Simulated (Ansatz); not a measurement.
# NaCl: one input, then a changed one

The cell is built from the wurtzite type as a first guess.

First run: DFT, PBE, PAW with Ansatz's default frozen-core files, scalar-relativistic (Ansatz 0.2.0).

Command: `ansatz run input.yaml --threads 1 --pin off --max-ram 3072MiB --backend cpu --events-out ev --progress --plain --runs-dir out` The run took about 100 s on 1 thread of a shared machine.

```yaml
crystal:
  lattice:
    - [4.263523569, 0.0, 0.0]
    - [-2.1317617845, 3.6923197204, 0.0]
    - [0.0, 0.0, 6.9495434174]
  atoms:
    - { symbol: Na, position: [0.3333333333, 0.6666666667, 0.0] }
    - { symbol: Na, position: [0.6666666667, 0.3333333333, 0.5] }
    - { symbol: Cl, position: [0.3333333333, 0.6666666667, 0.376] }
    - { symbol: Cl, position: [0.6666666667, 0.3333333333, 0.876] }
kpoints:
  mp_grid: { grid: [10, 10, 6] }
scf:
  occupations: { method: fermi_dirac, width: 0.03 }
hamiltonian:
  xc: pbe
  pseudopotentials: { kind: paw }
output:
  forces: true
  stress: true
relax:
  f_tol: 0.005
  max_steps: 80
  cell: {}
```

Result: converged; relaxed volume 27.979 Å³/atom; 76 SCF iterations in all.

A second run of a changed input logged this at its end:

```
Error: inconsistent input (scf.n_extra_bands, scf.occupations.method): n_bands = 16 leaves no empty band above the 16 bands per channel that the deck's 32 electrons occupy, and the occupations search for the Fermi level (a smearing at a finite width, or tetrahedra): a level found among occupied bands alone can fill a metal as an insulator; raise scf.n_extra_bands until at least 17 bands are solved (omitted, it auto-derives to 23) (see scf.n_extra_bands in the input reference)
```

**Question.** What was wrong with the input?

**Answer.** Too few bands, by this change (others could give a like log):
```diff
@@ -12,5 +12,7 @@
   mp_grid: { grid: [10, 10, 6] }
 scf:
-  occupations: { method: fermi_dirac, width: 0.03 }
+  occupations: { method: fermi_dirac, width: 0.3 }
+  n_extra_bands: 0
+  max_iter: 75
 hamiltonian:
   xc: pbe
```
